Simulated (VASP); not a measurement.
# Mo (Im-3m) in VASP: notebook

Runs on Mo. Level: PBEsol. Tasks: relaxation of cell and atoms.

All numbers are computed with VASP 6.6.1; they aren't measurements. Logs are shortened: lines on timing, memory, paths and dates and some standing lists are left out, and cuts for length are marked.

**1. Starting point**

It takes space group Im-3m (No. 229, cubic). The conventional cell has a = 3.147 Å, b = 3.147 Å, c = 3.147 Å, α = 90.00°, β = 90.00°, γ = 90.00°. Mo (site symmetry m-3m) has 8 Mo at 2.73 Å as nearest neighbours.

The cell was built by a generator and needn't be a form met in nature.

**2. Relaxation of cell and atoms, PBEsol**

The input, INCAR:

```
SYSTEM = Mo
  PREC = Accurate
  ENCUT = 600
  EDIFF = 1E-6
  ISMEAR = 1
  SIGMA = 0.1
  LREAL = .FALSE.
  LASPH = .TRUE.
  NELM = 80
  ALGO = Normal
  ISIF = 3
  LWAVE = .FALSE.
  LCHARG = .FALSE.
  GGA = PS
  IBRION = 2
  NSW = 90
  EDIFFG = -0.01
```

The input, KPOINTS:

```
regular mesh
0
G
  16 16 16
  0 0 0
```

The input, POSCAR:

```
Mo
1.0
   -1.5734150000      1.5734150000      1.5734150000
    1.5734150000     -1.5734150000      1.5734150000
    1.5734150000      1.5734150000     -1.5734150000
Mo
1
Direct
    0.0000000000      0.0000000000      0.0000000000
```

Potentials or basis: VASP PAW PBE potentials, release 64 (Mo_sv).

On the command line:

```console
$ cat potpaw_PBE.64/Mo_sv/POTCAR > POTCAR
$ mpirun -np 1 vasp_std > vasp.out
```

OUTCAR:

```text
SYSTEM = Mo
   PREC = Accurate
   ENCUT = 600
   EDIFF = 1E-6
   ISMEAR = 1
   LREAL = .FALSE.
   LASPH = .TRUE.
   NELM = 80
   ISIF = 3
   GGA = PS
   IBRION = 2
   NSW = 90
   EDIFFG = -0.01

 ion  position               nearest neighbor table
   1  0.000  0.000  0.000-

  LATTYP: Found a body centered cubic cell.
 ALAT       =     3.1468300000

  Lattice vectors:

 A1 = (  -1.5734150000,   1.5734150000,   1.5734150000)
 A2 = (   1.5734150000,  -1.5734150000,   1.5734150000)
 A3 = (   1.5734150000,   1.5734150000,  -1.5734150000)

Analysis of symmetry for initial positions (statically):
=====================================================================
 Subroutine PRICEL returns:
 Original cell was already a primitive cell.

 Routine SETGRP: Setting up the symmetry group for a
 body centered cubic supercell.

 Subroutine GETGRP returns: Found 48 space group operations
 (whereof 48 operations were pure point group operations)
 out of a pool of 48 trial point group operations.

The static configuration has the point symmetry O_h .

Analysis of symmetry for dynamics (positions and initial velocities):
=====================================================================
 Subroutine PRICEL returns:
 Original cell was already a primitive cell.

 Routine SETGRP: Setting up the symmetry group for a
 body centered cubic supercell.

 Subroutine GETGRP returns: Found 48 space group operations
 (whereof 48 operations were pure point group operations)
 out of a pool of 48 trial point group operations.

The dynamic configuration has the point symmetry O_h .

 Subroutine INISYM returns: Found 48 space group operations
 (whereof 48 operations are pure point group operations),
 and found     1 'primitive' translations

----------------------------------------------------------------------------------------

                                     Primitive cell

  volume of cell :      15.5808

  direct lattice vectors                    reciprocal lattice vectors
    -1.573415000  1.573415000  1.573415000     0.000000000  0.317780115  0.317780115
     1.573415000 -1.573415000  1.573415000     0.317780115  0.000000000  0.317780115
     1.573415000  1.573415000 -1.573415000     0.317780115  0.317780115  0.000000000

  length of vectors
     2.725234721  2.725234721  2.725234721     0.449408949  0.449408949  0.449408949

[... 94 lines left out ...]
   EFERMI_NEDOS =   21; number of points for ismear=-14 and -15
   IALGO  =     38    algorithm
   IMIX   =      4    mixing-type and parameters
     AMIX     =   0.40;   BMIX     =  1.00
     AMIX_MAG =   1.60;   BMIX_MAG =  1.00
  volume/ion in A,a.u.               =      15.58       105.14
  Fermi-wavevector in a.u.,A,eV,Ry     =   1.579747  2.985289 33.954710  2.495601
  Thomas-Fermi vector in A             =   2.680079
   LORBIT       =      0    0 simple, 1 ext, 2 COOP (PROOUT), +10 PAW based schemes
   GGA     = PS    functional components
   LHFCALC =     F    Hartree Fock is set to
   AEXX    =    0.0000 exact exchange contribution
   IVDW    =     0    specifies the selected vdW correction
   LEPSILON=     F    determine dielectric tensor
   LRPA    =     F    only Hartree local field effects (RPA)
 conjugate gradient relaxation of ions
 non-spin polarized calculation
 Methfessel and Paxton  Order N= 1 SIGMA  =   0.10
  energy-cutoff  :      600.00
  volume of cell :       15.58
 maximum number of plane-waves:       537
 NGX is ok and might be reduce to    24
   NGX = 11   NGY = 11   NGZ = 11

--------------------------------------- Ionic step        1  -------------------------------------------

 number of electron      14.0000002 magnetization

 Free energy of the ion-electron system (eV)
  ---------------------------------------------------
  ext. energy  EPLUGINS =         0.00000000
  ---------------------------------------------------
  free energy    TOTEN  =       -11.78041951 eV

  energy without entropy =      -11.78100653  energy(sigma->0) =      -11.78061519

------------------------ aborting loop because EDIFF is reached ----------------------------------------

  FORCE on cell =-STRESS in cart. coord.  units (eV):
  Direction    XX          YY          ZZ          XY          YZ          ZX
  --------------------------------------------------------------------------------------
  -------------------------------------------------------------------------------------
  Total       -0.4106247     -0.4106247     -0.4106247      0.0000000     -0.0000000      0.0000000
  in kB      -42.2246276    -42.2246276    -42.2246276      0.0000000     -0.0000000      0.0000000
  external PRESSURE =     -42.2246276 kB  Pullay stress =       0.0000000 kB
[... 57 lines left out ...]
--------------------------------------- Ionic step        3  -------------------------------------------

 number of electron      14.0000001 magnetization

 Free energy of the ion-electron system (eV)
  ---------------------------------------------------
  ext. energy  EPLUGINS =         0.00000000
  ---------------------------------------------------
  free energy    TOTEN  =       -11.78361555 eV

  energy without entropy =      -11.78414366  energy(sigma->0) =      -11.78379159

 E-fermi :  12.7740     XC(G=0): -13.6318

 val. band max:       12.7530403802   @ k =  -0.1875   0.1875   0.0625
 cond. band min:      12.7812926195   @ k =   0.3750   0.0000   0.0000
 fundamental gap:      0.0282522393
 Fermi energy:        12.7740290260

 k-point     1 :       0.0000    0.0000    0.0000
  band No.  band energies     occupation
      1     -48.4252      2.00000
      2     -21.6695      2.00000
      3     -21.6695      2.00000
      4     -21.6695      2.00000
      5       5.4180      2.00000
      6      11.3658      2.00000
      7      11.3658      2.00000
      8      11.3658      2.00000
      9      14.4477     -0.00000
     10      14.4477     -0.00000
     11      27.5982      0.00000
[... 309 lines left out ...]
 k-point    24 :       0.2500    0.1875    0.0000
  band No.  band energies     occupation
      1     -48.1715      2.00000
      2     -22.8430      2.00000
      3     -22.1554      2.00000
      4     -21.7995      2.00000
      5       8.4908      2.00000
      6       9.7652      2.00000
      7      10.9276      2.00000
      8      13.8717     -0.00000
      9      15.2459      0.00000
     10      17.5301      0.00000
     11      26.1463      0.00000

 [... further k-points ...]
[... 5 lines left out ...]
  --------------------------------------------------------------------------------------
  -------------------------------------------------------------------------------------
  Total       -0.0057814     -0.0057814     -0.0057814      0.0000000      0.0000000     -0.0000000
  in kB       -0.6035935     -0.6035935     -0.6035935      0.0000000      0.0000000     -0.0000000
  external PRESSURE =      -0.6035935 kB  Pullay stress =       0.0000000 kB
[... 16 lines left out ...]
  FREE ENERGIE OF THE ION-ELECTRON SYSTEM (eV)
  ---------------------------------------------------
  free  energy   TOTEN  =       -11.7836155485 eV

  energy  without entropy=      -11.7841436630  energy(sigma->0) =      -11.78379159

 reached required accuracy - stopping structural energy minimisation
```

CONTCAR:

```text
Mo
   1.00000000000000
    -1.5654746321791300    1.5654746321791300    1.5654746321791300
     1.5654746321791300   -1.5654746321791300    1.5654746321791300
     1.5654746321791300    1.5654746321791300   -1.5654746321791300
  Mo
     1
Direct
     0.0000000000000000    0.0000000000000000    0.0000000000000000

  0.00000000E+00  0.00000000E+00  0.00000000E+00
```

Wall time 37 s (1 thread of Intel Xeon Platinum 8259CL at 2.50GHz (Skylake/Cascade Lake), shared host); peak memory 0.17 GiB.

What came out:

- Free energy: -11.7836 eV
- Relaxed volume: 15.35 Å³/atom
- Relaxed cell: a = 2.711 Å, b = 2.711 Å, c = 2.711 Å, α = 109.47°, β = 109.47°, γ = 109.47°
- Space group after relaxing (to 0.05 Å): Im-3m (No. 229)
- Energy gained by relaxing: 3.2 meV/atom
- Ionic steps: 3
- Pressure after relaxing: -0.1 GPa
- Band gap on the k mesh: none (metal or under the smearing width)

Step by step:
```csv
step,energy change (eV),largest force (eV/Å),pressure (GPa),volume (Å³)
1,0.0000,0.0000,-4.22,15.58
2,0.0245,0.0000,13.81,14.67
3,-0.0032,0.0000,-0.06,15.35
```

Final structure:
```xyz
1
Lattice="-1.5655 1.5655 1.5655 1.5655 -1.5655 1.5655 1.5655 1.5655 -1.5655" Properties=species:S:1:pos:R:3 pbc="T T T"
Mo    0.0000    0.0000    0.0000
```

Caveat: the PAW data sets were made with another functional, which shifts forces and pressure a little.

**3. Relaxation of cell and atoms, PBEsol**

This run uses another cell than the first one, of 15.35 Å³/atom, 0.985 times its volume.

Changes to INCAR since step 2:

```diff
@@ -3,3 +3,3 @@
   ENCUT = 600
-  EDIFF = 1E-6
+  EDIFF = 1E-7
   ISMEAR = 1
@@ -16,2 +16,2 @@
   NSW = 90
-  EDIFFG = -0.01
+  EDIFFG = -0.005
```

KPOINTS is that of step 2.

The input, POSCAR:

```
Mo                                      
1.0
   -1.5654746322      1.5654746322      1.5654746322
    1.5654746322     -1.5654746322      1.5654746322
    1.5654746322      1.5654746322     -1.5654746322
  Mo            
     1
Direct
     0.0000000000000000    0.0000000000000000    0.0000000000000000
```

Potentials or basis: VASP PAW PBE potentials, release 64 (Mo_sv).

On the command line:

```console
$ cat potpaw_PBE.64/Mo_sv/POTCAR > POTCAR
$ mpirun -np 1 vasp_std > vasp.out
```

OUTCAR:

```text
SYSTEM = Mo
   PREC = Accurate
   ENCUT = 600
   EDIFF = 1E-7
   ISMEAR = 1
   LREAL = .FALSE.
   LASPH = .TRUE.
   NELM = 80
   ISIF = 3
   GGA = PS
   IBRION = 2
   NSW = 90
   EDIFFG = -0.005

 ion  position               nearest neighbor table
   1  0.000  0.000  0.000-

  LATTYP: Found a body centered cubic cell.
 ALAT       =     3.1309492644

  Lattice vectors:

 A1 = (  -1.5654746322,   1.5654746322,   1.5654746322)
 A2 = (   1.5654746322,  -1.5654746322,   1.5654746322)
 A3 = (   1.5654746322,   1.5654746322,  -1.5654746322)

Analysis of symmetry for initial positions (statically):
=====================================================================
 Subroutine PRICEL returns:
 Original cell was already a primitive cell.
[... 253 lines left out ...]

 val. band max:       12.7576549507   @ k =  -0.1875   0.1875   0.0625
 cond. band min:      12.7865056735   @ k =   0.3750   0.0000   0.0000
 fundamental gap:      0.0288507228
 Fermi energy:        12.7787729132

 k-point     1 :       0.0000    0.0000    0.0000
  band No.  band energies     occupation
      1     -48.4205      2.00000
      2     -21.6641      2.00000
      3     -21.6641      2.00000
      4     -21.6641      2.00000
      5       5.4217      2.00000
      6      11.3699      2.00000
      7      11.3699      2.00000
      8      11.3699      2.00000
      9      14.4528     -0.00000
     10      14.4528     -0.00000
     11      27.6031      0.00000
[... 309 lines left out ...]
 k-point    24 :       0.2500    0.1875    0.0000
  band No.  band energies     occupation
      1     -48.1666      2.00000
      2     -22.8385      2.00000
      3     -22.1503      2.00000
      4     -21.7941      2.00000
      5       8.4943      2.00000
      6       9.7687      2.00000
      7      10.9320      2.00000
      8      13.8766     -0.00000
      9      15.2516      0.00000
     10      17.5366      0.00000
     11      26.1537      0.00000

 [... further k-points ...]
[... 5 lines left out ...]
  --------------------------------------------------------------------------------------
  -------------------------------------------------------------------------------------
  Total        0.0000672      0.0000672      0.0000672      0.0000000     -0.0000000      0.0000000
  in kB        0.0070209      0.0070209      0.0070209      0.0000000     -0.0000000      0.0000000
  external PRESSURE =       0.0070209 kB  Pullay stress =       0.0000000 kB
[... 16 lines left out ...]
  FREE ENERGIE OF THE ION-ELECTRON SYSTEM (eV)
  ---------------------------------------------------
  free  energy   TOTEN  =       -11.7833643257 eV

  energy  without entropy=      -11.7838913863  energy(sigma->0) =      -11.78354001

 reached required accuracy - stopping structural energy minimisation
```

OSZICAR:

```text
N       E                     dE             d eps       ncg     rms          rms(c)
DAV:   1     0.102718824454E+03    0.10272E+03   -0.90739E+03  3198   0.146E+03
DAV:   2    -0.109875804286E+02   -0.11371E+03   -0.10999E+03  3472   0.368E+02
DAV:   3    -0.125328870748E+02   -0.15453E+01   -0.15284E+01  3688   0.428E+01
DAV:   4    -0.125369803718E+02   -0.40933E-02   -0.40929E-02  3510   0.262E+00
[... 16 lines left out ...]
DAV:   1    -0.117834759773E+02   -0.11993E-03   -0.28095E-03  3337   0.761E-01    0.123E-01
DAV:   2    -0.117833729329E+02    0.10304E-03   -0.21914E-04  3325   0.189E-01    0.203E-02
DAV:   3    -0.117833647933E+02    0.81396E-05   -0.32378E-05  3471   0.716E-02    0.186E-02
DAV:   4    -0.117833643599E+02    0.43341E-06   -0.58229E-07  3311   0.900E-03    0.791E-04
DAV:   5    -0.117833643257E+02    0.34192E-07   -0.45702E-08  1945   0.270E-03
   3 F= -.11783364E+02 E0= -.11783540E+02  d E =-.108012E-05
```

Wall time 38 s (1 thread of Intel Xeon Platinum 8259CL at 2.50GHz (Skylake/Cascade Lake), shared host); peak memory 0.16 GiB.

Results:

```
Free energy                            : -11.7834 eV
Relaxed volume                         : 15.34 Å³/atom
Relaxed cell                           : a = 2.711 Å, b = 2.711 Å, c = 2.711 Å, α = 109.47°, β = 109.47°, γ = 109.47°
Space group after relaxing (to 0.05 Å) : Im-3m (No. 229)
Energy gained by relaxing              : 0.0 meV/atom
Ionic steps                            : 3
Pressure after relaxing                : 0.0 GPa
Band gap on the k mesh                 : none (metal or under the smearing width)
```

Final structure:
```
CELL_PARAMETERS angstrom
-1.56533 1.56533 1.56533
1.56533 -1.56533 1.56533
1.56533 1.56533 -1.56533
ATOMIC_POSITIONS crystal
Mo 0.00000 0.00000 0.00000
```

Levels at points of the mesh, in eV from the Fermi level:
| k point | band 5 | band 6 | band 7 | band 8 | band 9 | band 10 |
| --- | --- | --- | --- | --- | --- | --- |
| (0.00, 0.00, 0.00) | -7.36 | -1.41 | -1.41 | -1.41 | 1.67 | 1.67 |
| (0.50, 0.00, 0.00) | -5.48 | -3.51 | 1.67 | 1.72 | 2.37 | 4.91 |
| (0.50, 0.50, 0.50) | -5.62 | -5.62 | 4.11 | 4.11 | 4.11 | 9.16 |

Caveat: the PAW data sets were made with another functional, which shifts forces and pressure a little.
